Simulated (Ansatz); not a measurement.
## BeS in Ansatz: the effect of functional

The system is BeS.

```
S Be
1.0
     0.00000    2.45691    2.45691
     2.45691    0.00000    2.45691
     2.45691    2.45691    0.00000
S Be
1 1
Cartesian
  3.6854 3.6854 3.6854
  0.0000 0.0000 0.0000
```

The cell isn't the ideal one: volume scaled by 1.04.

Alike in all runs:

| Property | Result |
| --- | --- |
| Program | Ansatz 0.2.0 |
| Task | single point |
| Potentials or basis | Ansatz PAW |
| k mesh | 9 × 9 × 9 |
| Occupations | fermi-dirac, width 0.05 eV |
| Spin | no spin polarisation |

```csv
functional,cutoff,gap on the mesh (eV),pressure (GPa)
LDA,420 eV (not typed: the program's choice for these potentials),3.07,-6.5
PBEsol,420 eV (not typed: the program's choice for these potentials),?,?
r2SCAN,500 eV (not typed: the program's choice for these potentials),3.74,-2.6
```

Question: What does the run with functional PBEsol give?

Answer: gap on the mesh 3.10 eV; pressure -4.2 GPa.

Caveats: odd divisions of the mesh miss points on the zone boundary, where band edges often lie, so the gap on the mesh can be too wide; the PAW data sets come from PBE, with cores solved anew for the run's functional, which leaves a small shift of forces and pressure.

A k mesh can miss the band edges.

Runs at the PBE level aren't shown here.
